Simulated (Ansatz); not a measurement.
## Relaxing KBr in the wurtzite type

First guess:

```
CELL_PARAMETERS angstrom
4.55586 0.00000 0.00000
-2.27793 3.94549 0.00000
0.00000 0.00000 7.42605
ATOMIC_POSITIONS crystal
K 0.33333 0.66667 0.00000
K 0.66667 0.33333 0.50000
Br 0.33333 0.66667 0.37600
Br 0.66667 0.33333 0.87600
```

All numbers below come from DFT, PBE, PAW with Ansatz's default frozen-core files, scalar-relativistic (Ansatz 0.2.0).

Cell and atoms relax within the symmetry of the start on a 10×10×6 k mesh with 0.05 eV Fermi–Dirac smearing.

The start is built from a prototype, known or not as a phase of this compound; the cutoff is 420 eV.

What is the pressure of the first guess?

10.75 GPa.

What does it relax to?

a = 5.672 Å, b = 5.672 Å, c = 6.644 Å, α = 90.00°, β = 90.00°, γ = 120.00° (conventional cell), 46.28 Å³ per atom:
```cif
data_structure
_symmetry_space_group_name_H-M 'P6_3/mmc'
_symmetry_Int_Tables_number 194
_cell_length_a 5.6719
_cell_length_b 5.6719
_cell_length_c 6.6445
_cell_angle_alpha 90.000
_cell_angle_beta 90.000
_cell_angle_gamma 120.000
_cell_volume 185.12
loop_
_atom_site_label
_atom_site_type_symbol
_atom_site_symmetry_multiplicity
_atom_site_Wyckoff_symbol
_atom_site_fract_x
_atom_site_fract_y
_atom_site_fract_z
_atom_site_occupancy
K1 K 2 d 0.33333 0.66667 0.75000 1
Br1 Br 2 c 0.33333 0.66667 0.25000 1
```
It has left the symmetry of the starting type.

How much energy does the relaxation release?

453 meV/atom.
